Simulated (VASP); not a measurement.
# AlN (P6_3mc) in VASP: notebook

Aim: see how the results for AlN move with the level of theory and the settings. Levels: PBEsol, r2SCAN. Tasks: single point.

Program: VASP 6.6.1. These are calculated values, not measurements. Logs are shortened: lines on timing, memory, paths and dates and some standing lists are left out, and cuts for length are marked.

**1. The structure**

The structure is hexagonal, space group P6_3mc (No. 186). The conventional cell has a = 3.113 Å, b = 3.113 Å, c = 4.982 Å, α = 90.00°, β = 90.00°, γ = 120.00°. Al (site symmetry 3m) has 4 N at 1.89 to 1.90 Å as nearest neighbours. N (site symmetry 3m) has 4 Al at 1.89 to 1.90 Å as nearest neighbours.

The cell is a database's computed one.

**2. Single point, PBEsol**

INCAR reads:

```
SYSTEM = AlN
PREC = Accurate
ENCUT = 520
EDIFF = 1E-6
ISMEAR = 0
SIGMA = 0.5
LREAL = .FALSE.
LASPH = .TRUE.
NELM = 60
ALGO = Normal
ISIF = 2
LWAVE = .FALSE.
LCHARG = .FALSE.
GGA = PS
```

KPOINTS reads:

```
Automatic mesh
0
G
  9 9 6
  0 0 0
```

POSCAR reads:

```
AlN
1.0
    3.1129900000      0.0000000000      0.0000000000
   -1.5565000000      2.6959300000      0.0000000000
    0.0000000000      0.0000000000      4.9820300000
Al N
2 2
Direct
    0.6666700000      0.3333300000      0.4990000000
    0.3333300000      0.6666700000      0.9990000000
    0.6666700000      0.3333300000      0.8810000000
    0.3333300000      0.6666700000      0.3810000000
```

Potentials or basis: VASP PAW PBE potentials, release 64 (Al, N).

Launch:

```console
$ cat potpaw_PBE.64/Al/POTCAR potpaw_PBE.64/N/POTCAR > POTCAR
$ mpirun -np 1 vasp_std > vasp.out
```

OUTCAR:

```text
SYSTEM = AlN
   PREC = Accurate
   ENCUT = 520
   EDIFF = 1E-6
   ISMEAR = 0
   LREAL = .FALSE.
   LASPH = .TRUE.
   NELM = 60
   ISIF = 2
   GGA = PS

 ion  position               nearest neighbor table
   1  0.667  0.333  0.499-   4 1.89   4 1.89   4 1.89   3 1.90   2 3.07   2 3.07   2 3.07   2 3.07
                             2 3.07   2 3.07
   2  0.333  0.667  0.999-   3 1.89   3 1.89   3 1.89   4 1.90   1 3.07   1 3.07   1 3.07   1 3.07
                             1 3.07   1 3.07
   3  0.667  0.333  0.881-   2 1.89   2 1.89   2 1.89   1 1.90
   4  0.333  0.667  0.381-   1 1.89   1 1.89   1 1.89   2 1.90

  LATTYP: Found a hexagonal cell.
 ALAT       =     3.1129900000
 C/A-ratio  =     1.6004002583

  Lattice vectors:

 A1 = (   3.1129900000,   0.0000000000,   0.0000000000)
 A2 = (  -1.5565000000,   2.6959300000,   0.0000000000)
 A3 = (   0.0000000000,   0.0000000000,   4.9820300000)

Analysis of symmetry for initial positions (statically):
=====================================================================
 Subroutine PRICEL returns:
 Original cell was already a primitive cell.

 Routine SETGRP: Setting up the symmetry group for a
 hexagonal supercell.

 Subroutine GETGRP returns: Found  4 space group operations
 (whereof  2 operations were pure point group operations)
 out of a pool of 24 trial point group operations.

The static configuration has the point symmetry C_1h.
 The point group associated with its full space group is C_2v.

Analysis of symmetry for dynamics (positions and initial velocities):
=====================================================================
 Subroutine PRICEL returns:
 Original cell was already a primitive cell.

 Routine SETGRP: Setting up the symmetry group for a
 hexagonal supercell.

 Subroutine GETGRP returns: Found  4 space group operations
 (whereof  2 operations were pure point group operations)
 out of a pool of 24 trial point group operations.

The dynamic configuration has the point symmetry C_1h.
 The point group associated with its full space group is C_2v.

 Subroutine INISYM returns: Found  4 space group operations
 (whereof  2 operations are pure point group operations),
 and found     1 'primitive' translations

----------------------------------------------------------------------------------------

                                     Primitive cell

  volume of cell :      41.8112

  direct lattice vectors                    reciprocal lattice vectors
     3.112990000  0.000000000  0.000000000     0.321234569  0.185465352  0.000000000
    -1.556500000  2.695930000  0.000000000     0.000000000  0.370929512  0.000000000
     0.000000000  0.000000000  4.982030000     0.000000000  0.000000000  0.200721393

  length of vectors
     3.112990000  3.112993867  4.982030000     0.370929973  0.370929512  0.200721393

  position of ions in fractional coordinates (direct lattice)
     0.666670000  0.333330000  0.499000000
     0.333330000  0.666670000  0.999000000
     0.666670000  0.333330000  0.881000000
     0.333330000  0.666670000  0.381000000

  ion indices of the primitive-cell ions
   primitive index   ion index
                 1           1
                 2           2
                 3           3
                 4           4

----------------------------------------------------------------------------------------

 KPOINTS: Automatic mesh

Automatic generation of k-mesh.
 Grid dimensions read from file:
 generate k-points for:    9    9    6

 Generating k-lattice:

  Cartesian coordinates                     Fractional coordinates (reciprocal lattice)
     0.035692730  0.020607261  0.000000000     0.111111111  0.000000000  0.000000000
     0.000000000  0.041214390  0.000000000     0.000000000  0.111111111  0.000000000
     0.000000000  0.000000000  0.033453565     0.000000000  0.000000000  0.166666667

  Length of vectors
     0.041214441  0.041214390  0.033453565

  Shift w.r.t. Gamma in fractional coordinates (k-lattice)
     0.000000000  0.000000000  0.000000000

 Subroutine IBZKPT returns following result:
 ===========================================

 Found    100 irreducible k-points:

 Following reciprocal coordinates:
            Coordinates               Weight
  0.000000  0.000000  0.000000      1.000000
  0.111111  0.000000  0.000000      4.000000
 -0.111111  0.111111  0.000000      2.000000
  0.222222  0.000000  0.000000      4.000000
 -0.222222  0.222222  0.000000      2.000000
  0.333333  0.000000  0.000000      4.000000
[... 16 lines left out ...]
 -0.222222 -0.444444  0.000000      4.000000
  0.444444  0.333333  0.000000      4.000000
 [... further k-points ...]
   k-points           NKPTS =    100   k-points in BZ     NKDIM =    100   number of bands    NBANDS=     12
   number of dos      NEDOS =    301   number of ions     NIONS =      4
   total plane-waves  NPLWV =  23040
   dimension x,y,z NGX =    24 NGY =   24 NGZ =   40
   dimension x,y,z NGXF=    48 NGYF=   48 NGZF=   80
   ions per type =               2   2
   NGX,Y,Z   is equivalent  to a cutoff of  12.82, 12.82, 13.35 a.u.
   NGXF,Y,Z  is equivalent  to a cutoff of  25.63, 25.63, 26.70 a.u.
 SYSTEM =  AlN
   PREC   = accura    normal or accurate (medium, high low for compatibility)
   ISTART =      0    job   : 0-new  1-cont  2-samecut
   ICHARG =      2    charge: 1-file 2-atom 10-const
   ISPIN  =      1    spin polarized calculation?
   LNONCOLLINEAR =      F non collinear calculations
   LSORBIT =      F    spin-orbit coupling
   LASPH  =      T    aspherical Exc in radial PAW
   ENCUT  =  520.0 eV  38.22 Ry    6.18 a.u.   5.79  5.79  9.26*2*pi/ulx,y,z
   NELM   =     60;   NELMIN=  2; NELMDL= -5     # of ELM steps
   EDIFF  = 0.1E-05   stopping-criterion for ELM
   LREAL  =      F    real-space projection
   EDIFFG = 0.1E-04   stopping-criterion for IOM
   NSW    =      0    number of steps for IOM
   IBRION =     -1    ionic relax: 0-MD 1-quasi-New 2-CG
   NFREE  =      0    steps in history (QN), initial steepest desc. (CG)
   ISIF   =      2    stress and relaxation
   ISYM   =      2    0-nonsym 1-usesym 2-fastsym
   POTIM  = 0.5000    time-step for ionic-motion
   TEBEG  =    0.0;   TEEND  =   0.0 temperature during run
   PSTRESS=    0.0 pullay stress
   NELECT =      16.0000    total number of electrons
   NUPDOWN=      -1.0000    fix difference up-down
   EMIN   =  10.00;   EMAX   =-10.00  energy-range for DOS
   EFERMI =   0.00;   METHOD = LEGACY
   ISMEAR =     0;   SIGMA  =   0.50  broadening in eV -4-tet -1-fermi 0-gaus
   EFERMI_NEDOS =   21; number of points for ismear=-14 and -15
   IALGO  =     38    algorithm
   IMIX   =      4    mixing-type and parameters
     AMIX     =   0.40;   BMIX     =  1.00
     AMIX_MAG =   1.60;   BMIX_MAG =  1.00
  volume/ion in A,a.u.               =      10.45        70.54
  Fermi-wavevector in a.u.,A,eV,Ry     =   1.188549  2.246033 19.220268  1.412650
  Thomas-Fermi vector in A             =   2.324677
   LORBIT       =      0    0 simple, 1 ext, 2 COOP (PROOUT), +10 PAW based schemes
   GGA     = PS    functional components
   LHFCALC =     F    Hartree Fock is set to
   AEXX    =    0.0000 exact exchange contribution
   IVDW    =     0    specifies the selected vdW correction
   LEPSILON=     F    determine dielectric tensor
   LRPA    =     F    only Hartree local field effects (RPA)
 non-spin polarized calculation
 Gauss-broadening in eV      SIGMA  =   0.50
  energy-cutoff  :      520.00
  volume of cell :       41.81
 maximum number of plane-waves:      1152
   NGX = 11   NGY = 11   NGZ = 19

 number of electron      15.9999996 magnetization

 Free energy of the ion-electron system (eV)
  ---------------------------------------------------
  ext. energy  EPLUGINS =         0.00000000
  ---------------------------------------------------
  free energy    TOTEN  =       -31.31237099 eV

  energy without entropy =      -31.31237099  energy(sigma->0) =      -31.31237099

 E-fermi :   8.0886     XC(G=0): -11.1029

 val. band max:        6.0596539980   @ k =   0.0000   0.0000   0.0000
 cond. band min:      10.1771311107   @ k =   0.0000   0.0000   0.0000
 fundamental gap:      4.1174771127
 Fermi energy:         8.0886247556

 k-point     1 :       0.0000    0.0000    0.0000
  band No.  band energies     occupation
      1      -9.1074      2.00000
      2      -6.9249      2.00000
      3       0.0053      2.00000
      4       5.1802      2.00000
      5       5.1804      2.00000
      6       5.8348      2.00000
      7       5.8349      2.00000
      8       6.0597      2.00000
      9      10.1771      0.00000
     10      12.6115      0.00000
     11      16.5575      0.00000
     12      17.0818      0.00000

 k-point     2 :       0.1111    0.0000    0.0000
  band No.  band energies     occupation
      1      -8.9493      2.00000
      2      -6.8359      2.00000
      3       0.1930      2.00000
      4       4.4683      2.00000
      5       4.9806      2.00000
      6       5.1506      2.00000
      7       5.8080      2.00000
      8       5.9880      2.00000
      9      10.8670      0.00000
     10      13.2211      0.00000
     11      15.8947      0.00000
     12      16.1464      0.00000

 k-point     3 :      -0.1111    0.1111    0.0000
  band No.  band energies     occupation
      1      -8.9493      2.00000
      2      -6.8359      2.00000
      3       0.1930      2.00000
      4       4.4684      2.00000
      5       4.9805      2.00000
      6       5.1507      2.00000
      7       5.8079      2.00000
      8       5.9880      2.00000
      9      10.8670      0.00000
     10      13.2211      0.00000
     11      15.8946      0.00000
     12      16.1464      0.00000
[... 286 lines left out ...]
 k-point    23 :      -0.2222   -0.4444    0.0000
  band No.  band energies     occupation
      1      -6.9526      2.00000
      2      -6.3735      2.00000
      3       1.0681      2.00000
      4       2.0779      2.00000
      5       2.7865      2.00000
      6       2.9141      2.00000
      7       4.1013      2.00000
      8       4.2672      2.00000
      9      11.3151      0.00000
     10      13.7027      0.00000
     11      15.0648      0.00000
     12      15.8470      0.00000

 k-point    24 :       0.4444    0.3333    0.0000
  band No.  band energies     occupation
      1      -6.9526      2.00000
      2      -6.3735      2.00000
      3       1.0681      2.00000
      4       2.0779      2.00000
      5       2.7864      2.00000
      6       2.9141      2.00000
      7       4.1013      2.00000
      8       4.2672      2.00000
      9      11.3151      0.00000
     10      13.7027      0.00000
     11      15.0647      0.00000
     12      15.8471      0.00000

 [... further k-points ...]

------------------------ aborting loop because EDIFF is reached ----------------------------------------

  FORCE on cell =-STRESS in cart. coord.  units (eV):
  Direction    XX          YY          ZZ          XY          YZ          ZX
  --------------------------------------------------------------------------------------
  -------------------------------------------------------------------------------------
  Total        0.0237184      0.0244885      0.0263442      0.0006668      0.0000000      0.0000000
  in kB        0.9088747      0.9383842      1.0094923      0.0255532      0.0000000      0.0000000
  external PRESSURE =       0.9522504 kB  Pullay stress =       0.0000000 kB

 VOLUME and BASIS-vectors are now :
 -----------------------------------------------------------------------------
  energy-cutoff  :      520.00
  volume of cell :       41.81
      direct lattice vectors                 reciprocal lattice vectors
     3.112990000  0.000000000  0.000000000     0.321234569  0.185465352  0.000000000
    -1.556500000  2.695930000  0.000000000     0.000000000  0.370929512  0.000000000
     0.000000000  0.000000000  4.982030000     0.000000000  0.000000000  0.200721393

 POSITION                                       TOTAL-FORCE (eV/Angst)
 -----------------------------------------------------------------------------------
      1.55651      0.89863      2.48603        -0.000455      0.000263     -0.000333
     -0.00002      1.79730      4.97705         0.000455     -0.000263     -0.000333
      1.55651      0.89863      4.38917        -0.000458      0.000264      0.000333
     -0.00002      1.79730      1.89815         0.000458     -0.000264      0.000333
 -----------------------------------------------------------------------------------
    total drift:                               -0.000000     -0.000000      0.000522

  FREE ENERGIE OF THE ION-ELECTRON SYSTEM (eV)
  ---------------------------------------------------
  free  energy   TOTEN  =       -31.3123709933 eV

  energy  without entropy=      -31.3123709932  energy(sigma->0) =      -31.31237099
```

Wall time 13 s (1 thread of Intel Xeon 6975P-C (Granite Rapids), shared host); peak memory 0.18 GiB.

What came out:

| Property | Result |
| --- | --- |
| Free energy | -31.3124 eV |
| Pressure | 0.1 GPa |
| Band gap on the k mesh | 4.12 eV, direct |

Levels at points of the mesh, in eV from the valence-band top:
```tsv
k point	band 4	band 5	band 6	band 7	band 8	band 9	band 10	band 11	band 12
(0.00, 0.00, 0.00)	-0.88	-0.88	-0.22	-0.22	0.00	4.12	6.55	10.50	11.02
(0.00, 0.00, 0.50)	-3.36	-0.56	-0.56	-0.56	-0.56	6.37	6.37	10.20	10.20
```

Caveat: the PAW data sets were made with another functional, which shifts forces and pressure a little; an odd mesh through Γ misses points on the zone boundary, where band edges often lie.

**3. Single point, PBEsol**

INCAR: that of step 2 with these lines changed.

```diff
@@ -2,6 +2,6 @@
 PREC = Accurate
-ENCUT = 520
+ENCUT = 900
 EDIFF = 1E-6
 ISMEAR = 0
-SIGMA = 0.5
+SIGMA = 0.02
 LREAL = .FALSE.
```

KPOINTS is that of step 2.

POSCAR is that of step 2.

Potentials or basis: VASP PAW PBE potentials, release 64 (Al, N_h).

Launch:

```console
$ cat potpaw_PBE.64/Al/POTCAR potpaw_PBE.64/N_h/POTCAR > POTCAR
$ mpirun -np 1 vasp_std > vasp.out
```

It took 38 s on 1 thread of Intel Xeon 6975P-C (Granite Rapids), shared host; peak memory 0.26 GiB.

It converged, with:

```
Free energy            : -31.3280 eV
Pressure               : 0.0 GPa
Band gap on the k mesh : 4.12 eV, direct
```

Levels at points of the mesh, in eV from the valence-band top:
| k point | band 6 | band 7 | band 8 | band 9 | band 10 | band 11 |
| --- | --- | --- | --- | --- | --- | --- |
| (0.00, 0.00, 0.00) | -0.22 | -0.22 | 0.00 | 4.12 | 6.55 | 10.50 |
| (0.00, 0.00, 0.50) | -0.56 | -0.56 | -0.56 | 6.37 | 6.37 | 10.20 |

Caveat: the cutoff is under 1.25 times the usual one of these potentials, so pressure, stress and relaxed cells hold a basis-set (Pulay) error; the PAW data sets were made with another functional, which shifts forces and pressure a little; an odd mesh through Γ misses points on the zone boundary, where band edges often lie.

**4. Single point, r2SCAN**

INCAR: that of step 3 with these lines changed.

```diff
@@ -2,3 +2,3 @@
 PREC = Accurate
-ENCUT = 900
+ENCUT = 520
 EDIFF = 1E-6
@@ -13,2 +13,3 @@
 LCHARG = .FALSE.
-GGA = PS
+METAGGA = R2SCAN
+LMIXTAU = .TRUE.
```

KPOINTS is that of step 3.

POSCAR is that of step 3.

Potentials or basis: VASP PAW PBE potentials, release 64 (Al, N).

Launch:

```console
$ cat potpaw_PBE.64/Al/POTCAR potpaw_PBE.64/N/POTCAR > POTCAR
$ mpirun -np 1 vasp_std > vasp.out
```

Run time: 70 s. Hardware: 1 thread of Intel Xeon 6975P-C (Granite Rapids), shared host; peak memory 0.19 GiB.

The run converged. Its results:

- Free energy: -38.4555 eV
- Pressure: -1.4 GPa
- Largest force: 0.010 eV/Å
- Band gap on the k mesh: 4.87 eV, direct

Forces in eV/Å, atoms in the order of the input:
```
Al   0.000  0.000  0.010
Al   0.000  0.000  0.010
N    0.000  0.000 -0.010
N    0.000  0.000 -0.010
```

Stress tensor (GPa, compression positive):
```
-1.51  0.00  0.00
 0.00 -1.51  0.00
 0.00  0.00 -1.13
```

Levels at points of the mesh, in eV from the valence-band top:
```csv
k point,band 6,band 7,band 8,band 9,band 10,band 11
"(0.00, 0.00, 0.00)",-0.24,-0.24,0.00,4.87,7.47,11.58
"(0.00, 0.00, 0.50)",-0.58,-0.58,-0.58,7.20,7.20,11.27
```

Caveat: the PAW data sets were made with another functional, which shifts forces and pressure a little; an odd mesh through Γ misses points on the zone boundary, where band edges often lie.

**5. Summary**

| level | potentials or basis | cutoff (eV) | smearing | gap on the mesh (eV) | pressure (GPa) |
| --- | --- | --- | --- | --- | --- |
| PBEsol | VASP PAW PBE potentials, release 64 (Al, N) | 520 | gaussian 0.5 eV | 4.12 | 0.1 |
| PBEsol | VASP PAW PBE potentials, release 64 (Al, N_h) | 900 | gaussian 0.02 eV | 4.12 | 0.0 |
| r2SCAN | VASP PAW PBE potentials, release 64 (Al, N) | 520 | gaussian 0.02 eV | 4.87 | -1.4 |

Alike in all rows: task single point; no spin polarisation; cell as given; k mesh 9 × 9 × 6.

Caveats: the PAW data sets were made with another functional, which shifts forces and pressure a little; an odd mesh through Γ misses points on the zone boundary, where band edges often lie; the cutoff is under 1.25 times the usual one of these potentials, so pressure, stress and relaxed cells hold a basis-set (Pulay) error (some runs).

Total energies depend on the potentials used, so only differences within one code and one set of settings carry meaning.

**6. Against experiment**

Step 2. The gap isn't set beside the measured one, since this odd mesh misses points on the zone boundary.

Step 3. The gap isn't set beside the measured one, since this odd mesh misses points on the zone boundary.

Step 4. The gap isn't set beside the measured one, since this odd mesh misses points on the zone boundary.
